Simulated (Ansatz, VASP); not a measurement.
## SrCl2 in VASP and in Ansatz

```
Sr Cl
1.0
     0.00000    3.48835    3.48835
     3.48835    0.00000    3.48835
     3.48835    3.48835    0.00000
Sr Cl
1 2
Direct
  0.00000 0.00000 0.00000
  0.75000 0.75000 0.75000
  0.25000 0.25000 0.25000
```

Alike in both runs: functional PBE; k mesh 7 × 7 × 7; occupations fermi-dirac, width 0.05 eV; no spin polarisation.

|  | VASP | Ansatz |
| --- | --- | --- |
| version | VASP 6.6.1 | Ansatz 0.2.0 |
| potentials or method | VASP PAW PBE potentials, release 64 (Sr_sv, Cl), cutoff 520 eV | all-electron LAPW, scalar-relativistic |
| task | single point | band structure |

|  | VASP | Ansatz | Ansatz less VASP |
| --- | --- | --- | --- |
| gap on the k mesh at the Fermi level (eV) | 5.37 | 5.38 | +0.004 |
| least direct gap on the mesh (eV) | 5.68 | 5.68 | +0.002 |
| pressure (GPa) | 1.1 | 1.0 | -0.08 |

Ansatz ran all-electron here, so the differences hold the error of VASP's frozen core and of both bases.

Caveats: an odd mesh through Γ misses points on the zone boundary, where band edges often lie (VASP). Expect the measured gap to be larger: semilocal functionals such as PBE lack the derivative discontinuity.
